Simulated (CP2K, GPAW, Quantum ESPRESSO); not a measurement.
# Cost and result for the equilibrium volume of CsPbCl3

```cif
data_structure
_symmetry_space_group_name_H-M 'P 1'
_symmetry_Int_Tables_number 1
_cell_length_a 5.6050
_cell_length_b 5.6050
_cell_length_c 5.6050
_cell_angle_alpha 90.000
_cell_angle_beta 90.000
_cell_angle_gamma 90.000
_cell_volume 176.09
loop_
_atom_site_label
_atom_site_type_symbol
_atom_site_fract_x
_atom_site_fract_y
_atom_site_fract_z
_atom_site_occupancy
Pb1 Pb 0.50000 0.50000 0.50000 1
Cs1 Cs 0.00000 0.00000 0.00000 1
Cl1 Cl 0.50000 0.00000 0.50000 1
Cl2 Cl 0.00000 0.50000 0.50000 1
Cl3 Cl 0.50000 0.50000 0.00000 1
```

```tsv
rung	level	program and potentials	cutoff (eV)	k mesh	smearing	core time	chip	equilibrium volume (Å³/atom)	notes
non-local van der Waals functional	C09-vdW	GPAW, GPAW PAW data sets (gpaw-data 1.2.1)	600	4 × 4 × 4	fermi-dirac 0.05	92 s	AMD EPYC 9R45 Zen 5	35.33	potentials made for PBE
GGA	PBEsol	CP2K, POTENTIAL_UZH Pb GTH-PBE-q4, Cs GTH-PBE-q9, Cl GTH-PBE-q7; TZVP-MOLOPT-PBE-GTH basis	-	5 × 5 × 5	fermi-dirac 0.026	2.2 min	Arm Neoverse V1	36.65	atomic basis; potentials made for PBE
GGA + dispersion	PBE+D4	GPAW, GPAW PAW data sets (gpaw-data 1.2.1)	600	4 × 4 × 4	fermi-dirac 0.05	3.4 min	Arm Neoverse V2	36.63	-
GGA	PBEsol	GPAW, PAW data sets generated for this functional	600	4 × 4 × 4	fermi-dirac 0.05	3.6 min	Arm Neoverse V2	(a)	-
GGA	PBEint	GPAW, PAW data sets generated for this functional	600	4 × 4 × 4	fermi-dirac 0.05	3.6 min	Arm Neoverse V2	36.66	-
GGA	PBEsol	Quantum ESPRESSO, GBRV 1.5 PBEsol	612	5 × 5 × 5	fermi-dirac 0.05	5.1 min	AMD EPYC 9R45 Zen 5	35.33	-
LDA	LDA	Quantum ESPRESSO, GBRV 1.5 LDA	612	5 × 5 × 5	fermi-dirac 0.05	5.1 min	AMD EPYC 9R45 Zen 5	33.50	-
```

Times are single runs on shared hosts and different chips, so they are rough; meshes, cutoffs and the tasks' sizes weigh on the time. Task: equation of state. All rows: no spin polarisation. Smearing widths are in eV. Meshes differ between rows, which moves values too. Meshes are those of the run's cell of 5 atoms unless a note names another. Runs on faulty files, with rough fits or with known faults for this quantity aren't shown. No row holds spin-orbit coupling.

Problem. Estimate the value left out from the other rows.

Solution. (a) 35.52 Å³/atom.
